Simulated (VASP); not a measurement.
Input of a VASP 6.6.1 run:

The input INCAR:

```
ALGO = Normal
EDIFF = 1E-7
ENCUT = 520
GGA = PE
ISIF = 2
ISMEAR = 0
IVDW = 12
LASPH = True
LCHARG = False
LREAL = False
LWAVE = False
NBANDS = 11
NELM = 100
PREC = Accurate
SIGMA = 0.1
```

Contents of KPOINTS:

```
k-points
0
Gamma
  21 21 12
```

The input POSCAR:

```
C
1.0
    2.5756399100      0.0000000000      0.0000000000
   -1.2878199550      2.2305695931      0.0000000000
    0.0000000000      0.0000000000      3.6380913077
C
2
Direct
    0.3333333333      0.6666666667      0.0000000000
    0.6666666667      0.3333333333      0.0000000000
```

Potentials or basis: VASP PAW PBE potentials, release 64 (C).

Launch:

```sh
$ cat potpaw_PBE.64/C/POTCAR > POTCAR
$ mpirun -np 1 vasp_std > vasp.out
```

Question: Predict the dispersion energy per atom.

Answer: -0.135 eV.

Question: What does it give for the pressure?

Answer: -28.2 GPa.

Question: What does it give for the band gap on the k mesh?

Answer: None (metal or under the smearing width).

Stress tensor (GPa, compression positive):
```
-42.29   0.00   0.00
  0.00 -42.29   0.00
  0.00   0.00  -0.06
```

Caveat: so large a pressure means that the cell lies far from this level's equilibrium, or that cutoff or potentials fall short.
